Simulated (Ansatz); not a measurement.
**What a trial cell of Si2Ni relaxes into**

These are results of Ansatz 0.2.0, DFT PBE, scalar-relativistic, plane waves, PAW, not measurements. Cutoff 420 eV, Γ-centred k mesh, Gaussian smearing, no spin polarisation in the final step.

The start puts Si2Ni on the marcasite structure type (Pnnm, No. 58), with Ni in place of Fe, Si in place of S, at a guessed volume.

```xyz
6
Lattice="4.3154 0.0000 0.0000 0.0000 5.2669 0.0000 0.0000 0.0000 3.2880" Properties=species:S:1:pos:R:3 pbc="T T T"
Si    0.8648    1.9946    0.0000
Si    3.4506    3.2723    0.0000
Si    3.0225    0.6389    1.6440
Si    1.2929    4.6280    1.6440
Ni    0.0000    0.0000    0.0000
Ni    2.1577    2.6335    1.6440
```

Cell and atoms relax at zero pressure; the relaxation can't lower the symmetry of the start. After a coarse first stage the cell is made exact in the group found at 0.06 Å.

Formation energies are uncorrected and refer to the elements' standard structures at the same level.

(1) Which crystal results?

(2) What are its volume, energy, density and gap?

Results:

(1) It keeps Pnnm (No. 58), but not the shape of the type it started on. Conventional cell: a = 5.564 Å, b = 5.623 Å, c = 2.630 Å. Si has 3 Ni at 2.32–2.35 Å, 1 Si at 2.40 Å and 2 Si at 2.63 Å; Ni is coordinated by 6 Si at 2.32–2.35 Å and 2 Ni at 2.63 Å.

```xyz
6
Lattice="5.5636 0.0000 0.0000 0.0000 5.6234 0.0000 0.0000 0.0000 2.6302" Properties=species:S:1:pos:R:3 pbc="T T T"
Si    0.9892    2.1329    0.0000
Si    4.5744    3.4904    0.0000
Si    3.7709    0.6788    1.3151
Si    1.7926    4.9446    1.3151
Ni    0.0000    0.0000    0.0000
Ni    2.7818    2.8117    1.3151
```

(2) The volume per atom is 13.71 Å³ and the density is 4.64 g/cm³. The energy over the elements is -0.23 eV/atom and the gap on the 8×8×14 mesh is 0 eV (a metal).

The final run used a 8×8×14 mesh on its 6-atom cell and 0.10 eV smearing. The k mesh leaves about 4 meV/atom of noise in metals. Symmetry constrained the relaxation, so the result can be a saddle point.

Cost: 3 runs of about 4.1 core-minutes in all, on Arm Neoverse V1 (shared hosts).